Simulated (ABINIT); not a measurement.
A run of ABINIT 10.8.3 (patched build) is set up as follows.

File run.abi:

```
pp_dirpath "./"
pseudos "Sn.GGA_PBE-JTH.xml"

acell 3*1.0 Angstrom
rprim
    -2.9401404553     2.9401404553     1.5993019889
     2.9401404553    -2.9401404553     1.5993019889
     2.9401404553     2.9401404553    -1.5993019889
ntypat 1
znucl 50
natom 2
typat 1 1
xred
     0.0000000000     0.0000000000     0.0000000000
     0.7500000000     0.2500000000     0.5000000000

ecut 408.170794 eV
pawecutdg 30.0

kptopt 1
ngkpt 4 4 4
nshiftk 1
shiftk 0.0 0.0 0.0

ixc -116133

nband 18
occopt 3
tsmear 0.05 eV

nstep 100
tolvrs 1.0e-9

iomode 3
prtwf 0
prteig 0
prtebands 0
prtden 1
prtvha 1
prtvclmb 1
prtpot 1
```

Potentials or basis: JTH PAW PBE v2.0.

Command:

```console
$ abinit run.abi > log 2>&1
```

**Question.** Estimate the band gap on the k mesh.

**Answer.** None (metal or under the smearing width).

Caveat: the k mesh is coarse (spacing up to 0.56 Å⁻¹), so the values aren't converged.
